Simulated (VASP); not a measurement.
HfO2:

```xyz
6
Lattice="3.5580 0.0000 0.0000 0.0000 3.5580 0.0000 0.0000 0.0000 5.1719" Properties=species:S:1:pos:R:3 pbc="T T T"
Hf    0.0000    0.0000    0.0000
Hf    1.7790    1.7790    2.5859
O     0.0000    1.7790    1.0199
O     1.7790    0.0000    1.5660
O     1.7790    0.0000    4.1519
O     0.0000    1.7790    3.6059
```

Measurements of this composition are mostly on another form, of space group No. 14.

Base run:

- Program: VASP 6.6.1
- Functional: r2SCAN
- Potentials or basis: VASP PAW PBE potentials, release 64 (Hf_pv, O)
- Cutoff: 520 eV
- k mesh: 8 × 8 × 6
- Occupations: gaussian, width 0.02 eV
- Spin: no spin polarisation

Its results: band gap on the k mesh 5.29 eV, indirect (least direct gap 5.37 eV).

Question: The run is repeated on the same cell with these changes: functional from r2SCAN to TB-mBJ. What comes out?

Answer: Band gap on the k mesh 6.41 eV, indirect (least direct gap 6.47 eV).

Caveats: spin-orbit coupling is left out, which moves the levels of the heavy elements.
